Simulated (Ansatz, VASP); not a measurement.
Given: the input of a run of VASP 6.6.1 on Ca.

File INCAR:

```
SYSTEM = Ca
PREC = Accurate
ENCUT = 520
EDIFF = 1E-6
ISMEAR = -1
SIGMA = 0.05
LREAL = .FALSE.
LASPH = .TRUE.
NELM = 100
ALGO = Normal
ISIF = 2
LWAVE = .FALSE.
LCHARG = .TRUE.
GGA = PS
LELF = .TRUE.
LVHAR = .TRUE.
NBANDS = 11
```

File KPOINTS:

```
Automatic mesh
0
G
  8 8 8
  0 0 0
```

The input POSCAR:

```
Ca
1.0
    0.0000000000      2.8309700062      2.8309700062
    2.8309700062      0.0000000000      2.8309700062
    2.8309700062      2.8309700062      0.0000000000
Ca
1
Direct
    0.0000000000      0.0000000000      0.0000000000
```

Potentials or basis: VASP PAW PBE potentials, release 64 (Ca_sv).

Launch:

```console
$ cat potpaw_PBE.64/Ca_sv/POTCAR > POTCAR
$ mpirun -np 1 vasp_std > vasp.out
```

Translate it to Ansatz 0.2.0. Potentials there: Ansatz PAW earlier set.

As run (the cutoff follows the program's own potentials):

File input.yaml:

```yaml
crystal:
  lattice:
    - [0.0, 2.8309700062, 2.8309700062]
    - [2.8309700062, 0.0, 2.8309700062]
    - [2.8309700062, 2.8309700062, 0.0]
  atoms:
    - { symbol: Ca, position: [0.0, 0.0, 0.0] }
hamiltonian:
  xc: pbesol
  pseudopotentials: { kind: paw, source: ansatz }
kpoints:
  mp_grid: { grid: [8, 8, 8] }
scf:
  occupations: { method: fermi_dirac, width: 0.05 }
output:
  forces: true
  stress: true
  eigenvalues: true
```

Potentials or basis: Ansatz PAW earlier set.

The run is started by

```console
$ ansatz run input.yaml --threads 2 --pin off --max-ram 5632MiB --backend cpu --events-out ev --progress --plain --runs-dir out
```

Both were run:

|  | VASP | Ansatz | Ansatz less VASP |
| --- | --- | --- | --- |
| gap on the k mesh at the Fermi level (eV) | none | none | - |
| pressure (GPa) | -1.7 | -1.7 | +0.01 |

A gap of «none» marks a metal or a gap that the smearing closes.

Caveats: the PAW data sets were made with another functional, which shifts forces and pressure a little (VASP); the PAW data sets come from PBE, with cores solved anew for the run's functional, which leaves a small shift of forces and pressure (Ansatz).
